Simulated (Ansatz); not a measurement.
# How well the gap of InGaP2 (quasi-random alloy, started on the GaP lattice) (Cm) can be computed, part 2 of 2

The study climbs from cheap functionals to G0W0 on InGaP2 (quasi-random alloy, started on the GaP lattice) (Cm) and then asks what each convergence step is worth.

Ansatz 0.2.0; density functionals, hybrids, G0W0, plane waves, PAW. Known limits of the many-body steps: not at the basis limit; no spin-orbit coupling.

So far. Step 4 (HSE06): The gap stands +1.08 eV against LDA. Step 5 (G0W0, 2×2×2 mesh, 1187 empty bands, screening to 82 eV …): The gap on the mesh goes from 1.04 eV to 1.85 eV, a correction of +0.81 eV. Between the two edge states, bare exchange in place of the xc potential would open the gap by 5.98 eV, and correlation takes back 5.17 eV.

**6. G0W0, 2×2×2 mesh, 2938 empty bands, screening to 150 eV, PAW set soft_1 files**

Level of this step: G0W0 on LDA, plane waves, PAW; PAW set soft_1 (Ansatz).

Another rung: the empty bands reach about as high as the screening cutoff, so the two stay in balance.

Contents of input.yaml:

```yaml
crystal:
  lattice:
    - [-5.6131192393, 5.5981949379, -5.6056479351]
    - [5.6205722364, 5.6047738094, 5.6047738094]
    - [5.6056662421, -5.5973208123, -5.5973208123]
  atoms:
    - { symbol: Ga, position: [-0.0054647512, 0.0050205743, 8.54681e-05] }
    - { symbol: In, position: [0.2458087859, 0.4952607314, 0.2501943615] }
    - { symbol: Ga, position: [0.5092725421, 0.0043542345, 0.5033094168] }
    - { symbol: In, position: [0.75, 0.4966644551, 0.7459167939] }
    - { symbol: Ga, position: [0.75, 0.2420237424, -0.0008827484] }
    - { symbol: In, position: [0.0006628117, 0.7506106194, 0.2506252274] }
    - { symbol: In, position: [0.2471066991, 0.2511092398, 0.4965541761] }
    - { symbol: Ga, position: [0.5054647512, 0.7604853255, 0.7555502193] }
    - { symbol: In, position: [0.4993371883, 0.4999478077, -3.75843e-05] }
    - { symbol: Ga, position: [0.75, 0.0083926021, 0.2486260677] }
    - { symbol: Ga, position: [-0.0029539261, 0.4915611689, 0.4965532156] }
    - { symbol: In, position: [0.2541912141, -0.0005480545, 0.7543855756] }
    - { symbol: In, position: [0.2528933009, 0.7540025407, -0.000552523] }
    - { symbol: Ga, position: [0.5029539261, 0.244515095, 0.2495071417] }
    - { symbol: In, position: [0.75, 0.7539824855, 0.5036525657] }
    - { symbol: Ga, position: [-0.0092725421, 0.2450816924, 0.7440368747] }
    - { symbol: P, position: [-0.0135318645, 0.2398220125, -0.0137271471] }
    - { symbol: P, position: [0.2670797764, 0.7633016955, 0.2642738114] }
    - { symbol: P, position: [0.4978835872, 0.2363543584, 0.4870450965] }
    - { symbol: P, position: [0.75, 0.7608328819, 0.7633002669] }
    - { symbol: P, position: [0.75, 0.4816675919, -0.0023005049] }
    - { symbol: P, position: [-0.0152175406, 0.0009778781, 0.2374761252] }
    - { symbol: P, position: [0.254040946, 0.5172115122, 0.5175195357] }
    - { symbol: P, position: [0.5135318645, 0.0033538769, 0.7498047173] }
    - { symbol: P, position: [0.5152175406, 0.7661954188, 0.0026936658] }
    - { symbol: P, position: [0.75, 0.2494378305, 0.2467232141] }
    - { symbol: P, position: [-0.0001725914, 0.7352418677, 0.5030450339] }
    - { symbol: P, position: [0.2329202236, 0.2462219191, 0.747194035] }
    - { symbol: P, position: [0.245959054, 0.0131705662, 0.0134785897] }
    - { symbol: P, position: [0.5001725914, 0.4854144591, 0.2532176253] }
    - { symbol: P, position: [0.75, 0.0098610997, 0.4935701774] }
    - { symbol: P, position: [0.0021164128, 0.4884707712, 0.7391615093] }
kpoints:
  mp_grid: { grid: [2, 2, 2] }
hamiltonian:
  xc: lda
  pseudopotentials: { kind: paw, azcp: { folder: soft_1 }, xc_functional: pbe }
scf:
  occupations: { method: fixed }
gw:
  n_empty_bands: 2938
  ecut_chi: 150.0
  qp_bands: [v2, c2]
  qp_kpoints: band_edges
  screening: { model: contour_deformation }
```

Started as:

```sh
$ ansatz run input.yaml --threads 32 --pin off --max-ram 82944MiB --backend cuda --events-out ev --progress --plain --runs-dir out --devices 1 --max-vram 78GiB
```

Numbers of over 12 decimals in the logs are rounded to 6 here.

Output:

```text
GPUs: using 1 of 1 available (devices: 1).
[...]
GPU FFT provider: cuFFT
GPU libraries: cuBLAS 13.8.1, cuFFT 12.4.0, cuSOLVER 12.3.2
[...]
Crystal: 32 atoms, lattice volume = 704.482 Å³
Basis set: ecut = 420 eV, 13811 PW (Γ)
Bands: 176, of which v1, the nominal top of the filled ones, is band 144 counted from 1 (143 counted from 0)
Symmetry: 2 space group operations
[...]
k-points: 6 of 8
[...]
GPU buffer pool allocated for 373248 grid points (all kernels)
[...]
SCF iter   1: F=—  HF=-84941.953986 eV  |F-HF|=—  |Δ(HF+E_count)|=         —  Δρ=3.82e-2  dr2=1.15e1  ethr=3.10e-3  ⟨swp⟩=6.0  Hψ=3828  notcnv=0  defer=165
[...]
SCF iter  11: F=-84938.338508 eV  HF=-84938.338508 eV  |F-HF|=1.62e-9  |Δ(HF+E_count)|=   5.60e-8  Δρ=6.75e-7  dr2=2.95e-9  ethr=1.89e-11  ⟨swp⟩=3.0  Hψ=2438  notcnv=0
SCF 1 converged in 11 iterations: F = -84938.338508 eV  dr2 = 2.95e-9
[...]
G₀W₀ screening: q 1/6
[... further progress lines ...]
[...]
SCF converged after 11 iterations
Free energy (F): -84938.338508 eV
[...]
Internal energy: -84938.338508 eV  (E = F + TS)
E sigma→0 (E₀):  -84938.338508 eV
Fermi energy:    7.222348 eV
[...]
--- Band table (eV; the first three rows and the last of 6) ---
[... rows of the band table ...]
[...]
0   143      7.2185   -17.0208     1.0683   -15.5731  0.7475     6.8350     6.8392  root
     0   144      7.2223   -16.9919     1.0665   -15.5469  0.7473     6.8396     6.8438  root
     0   145      8.2587   -10.4765    -4.1203   -15.0158  0.7638     8.6831     8.6777  root
     0   146      8.6446    -7.0389    -3.8315   -11.0455  0.7764     8.8205     8.8197  root
     1   143      6.9117   -16.8410     1.1499   -15.3049  0.7465     6.5211     6.5256  root
     1   144      6.9243   -16.8508     1.1463   -15.3190  0.7467     6.5343     6.5388  root
     1   145      9.2437    -7.5676    -4.0392   -11.8507  0.7703     9.4893     9.4876  root
     1   146      9.2499    -7.5724    -4.0383   -11.8569  0.7703     9.4979     9.4961  root
     2   143      6.8247   -16.8489     1.1808   -15.2761  0.7464     6.4281     6.4328  root
     2   144      7.0472   -16.8380     1.1173   -15.3406  0.7466     6.6628     6.6671  root
     2   145      9.0487    -7.5499    -4.0174   -11.8186  0.7695     9.3018     9.3000  root
     2   146      9.4354    -8.2079    -4.1423   -12.6478  0.7654     9.7357     9.7331  root
     3   143      6.8882   -16.8395     1.1663   -15.2840  0.7465     6.4944     6.4990  root
     3   144      7.0028   -16.8529     1.1303   -15.3402  0.7466     6.6162     6.6206  root
     3   145      8.9929    -7.8521    -4.0297   -12.1606  0.7669     9.2740     9.2717  root
     3   146      9.3824    -7.8782    -4.0479   -12.1915  0.7686     9.6499     9.6479  root
     4   143      6.8422   -16.8590     1.1753   -15.2930  0.7465     6.4468     6.4515  root
     4   144      7.0420   -16.8350     1.1271   -15.3263  0.7464     6.6560     6.6604  root
     4   145      9.0919    -7.6472    -4.0190   -11.9219  0.7693     9.3494     9.3475  root
     4   146      9.2934    -7.9282    -4.0858   -12.2901  0.7673     9.5718     9.5696  root
     5   143      6.3194   -16.4314     1.3969   -14.6277  0.7427     5.9073     5.9126  root
     5   144      6.3626   -16.4031     1.3933   -14.6042  0.7425     5.9518     5.9571  root
     5   145      8.4206    -9.1423    -3.9544   -13.4523  0.7674     8.7799     8.7762  root
     5   146      8.4902    -9.2435    -3.9787   -13.5820  0.7678     8.8538     8.8500  root
```

Wall time 94 s (1 × NVIDIA GB200 (shared by 2 runs) with 32 threads of Arm Neoverse V2, shared host); peak memory 13 GiB.

Numbers from this step:

```yaml
bands_summed: 3082
rpa_eps_infinity_on_this_mesh_eigenvalues: 15.12, 15.81, 15.83
plane_waves_in_the_screening_matrix: 2899
q_points_in_the_mesh: 8
g0w0_gap_on_the_mesh: 1.834 eV
k_of_the_valence_top: 0, 0, 0
k_of_the_conduction_bottom: 0, 0, 0
starting_gap_on_the_mesh: 1.036 eV
z_at_the_valence_top: 0.7473
z_at_the_conduction_bottom: 0.7638
least_direct_g0w0_gap_on_the_computed_points: 1.834 eV
```

Against the run with 2×2×2 mesh, 1187 empty bands, screening to 82 eV, PAW set soft_1 files, the gap moves by −0.014 eV.

Limits: finite bands, cutoff and mesh; no spin-orbit coupling. v1 is the top filled band, c1 the lowest empty one. The levels before and after the correction (eV, zero at the valence-band top of each column):

|  | conduction bottom | valence top |
| --- | --- | --- |
| Kohn-Sham | 1.04 | 0.00 |
| G0W0 | 1.83 | 0.00 |

|  | level | occupation | energy (eV) |
| --- | --- | --- | --- |
| Kohn-Sham | Γ v2 | 2 | -0.004 |
| Kohn-Sham | Γ v1 | 2 | 0.000 |
| Kohn-Sham | Γ c1 | 0 | 1.036 |
| Kohn-Sham | Γ c2 | 0 | 1.422 |
| G0W0 | Γ v2 | 2 | -0.005 |
| G0W0 | Γ v1 | 2 | 0.000 |
| G0W0 | Γ c1 | 0 | 1.834 |
| G0W0 | Γ c2 | 0 | 1.976 |

The parts of the quasiparticle energy at the two band edges (eV; QP = start + Σx + Σc − Vxc):

```
       run               edge  start      Σx     Σc     Vxc     Z    QP
1331 bands        valence top   7.22  -16.99   1.30  -15.55  0.75  7.08
1331 bands  conduction bottom   8.26  -10.48  -3.87  -15.02  0.77  8.93
3082 bands        valence top   7.22  -16.99   1.07  -15.55  0.75  6.84
3082 bands  conduction bottom   8.26  -10.48  -4.12  -15.02  0.76  8.68
```

**7. The ladder**

Times are wall times on 1 × NVIDIA GB200 (shared by 2 runs) with 32 threads of Arm Neoverse V2, shared host, good to a factor of about two. G0W0 rows are gaps on the mesh, lowered by the amount that the mesh misses the start's edges, a rough step that assumes the same correction there.

```csv
level,gap (eV),least direct gap (eV),time
LDA,1.04,1.04,4.7 s
LDA+SOC,1.01,1.01,7.6 s
HSE06,2.12,2.12,25 s
G0W0@LDA (1187 empty bands),1.85,-,28 s
G0W0@LDA (2938 empty bands),1.83,-,94 s
```

**8. Adding up the best estimate**

```csv
term,eV,running total (eV)
"G0W0 on the mesh, top rung",1.834,1.834
"to the limit, by a line in one over the bands through the two top rungs",−0.011,1.823
"spin-orbit change, from LDA",−0.029,1.794
```

**9. Summary of results**

```json
{"LDA gap": "1.04 eV, in a supercell, where edges may be folded", "HSE06": "2.12 eV", "G0W0, top rung on the mesh": "1.83 eV", "best estimate, G0W0@LDA with spin-orbit change": "1.79 eV", "GW settings of the top rung": "2×2×2 mesh, 2938 empty bands, screening to 150 eV, PAW set soft_1 files", "known limits": "one-shot GW, static lattice; one k mesh, untested"}
```

The best estimate for G0W0@LDA is 1.79 eV, in a supercell, where edges may be folded, against 1.01 eV at the start (both with spin-orbit coupling). The limit rests on the two highest rungs, unchecked by another pair. Among the functionals HSE06 comes nearest: +0.30 eV from the estimate without its spin-orbit term (1.82 eV). All runs took 2.7 min, 77 % of it in G0W0.

[Paths, hosts, dates, memory and timing lines, banners, echoed tables and standing remarks are left out of the program output.]

[Logs are printed without paths, hosts, clocks, repeated set-up lines and the standing remarks that a program may print on its own settings, such as how far it seeks lower states.]

[Runs of the session that timed out or met a known fault of the program may be left out.]

[Cells called generated may have been cut or substituted from an entry of the Crystallography Open Database or the Materials Project.]

[Hosts, paths, dates, database ids (printed as entryN), source tags and the programs' standing remarks are cut or masked in the printed files.]
